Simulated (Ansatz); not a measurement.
**HfN: one atom moved over a plane**

Level of theory: DFT PBE, scalar-relativistic, plane waves, PAW in Ansatz 0.2.0. Cutoff 420 eV, Γ-centred 22×22×22 k-points, Gaussian smearing of 0.15 eV. Spin–orbit coupling is left out, which can shift energies with elements as heavy as these. No spin polarisation. Energies are free energies at this smearing, counted from the undisturbed cell; pressure is positive in compression.

The starting cell (relaxed at this level):

```xyz
2
Lattice="0.0000 2.2739 2.2739 2.2739 0.0000 2.2739 2.2739 2.2739 0.0000" Properties=species:S:1:pos:R:3 pbc="T T T"
Hf    0.0000    0.0000    0.0000
N     2.2739    2.2739    2.2739
```

Atom 2 (N) is moved by p along (0.707, 0.707, 0.000) and q along (0.000, 0.000, 1.000) (Å), all else fixed. Points are written (p, q).

Energy above the undisturbed cell in eV/cell (a dash: not computed):

```
 p \ q  -0.600  -0.300  0.000  0.300  0.600
-0.600    2.94    2.03   1.90   2.03   2.94
-0.300    2.84    0.94   0.49   0.94   2.84
 0.000    2.80    0.53   0.00   0.53   2.80
 0.300    2.84    0.94   0.49   0.94   2.84
 0.600    2.94    2.03   1.90   2.03   2.94
```

Pressure in GPa:

```csv
p \ q,-0.600,-0.300,0.000,0.300,0.600
-0.600,67.9,45.6,40.9,45.6,67.9
-0.300,58.6,20.7,10.9,20.7,58.6
0.000,56.3,11.8,0.0,11.8,56.3
0.300,58.6,20.7,10.9,20.7,58.6
0.600,67.9,45.6,40.9,45.6,67.9
```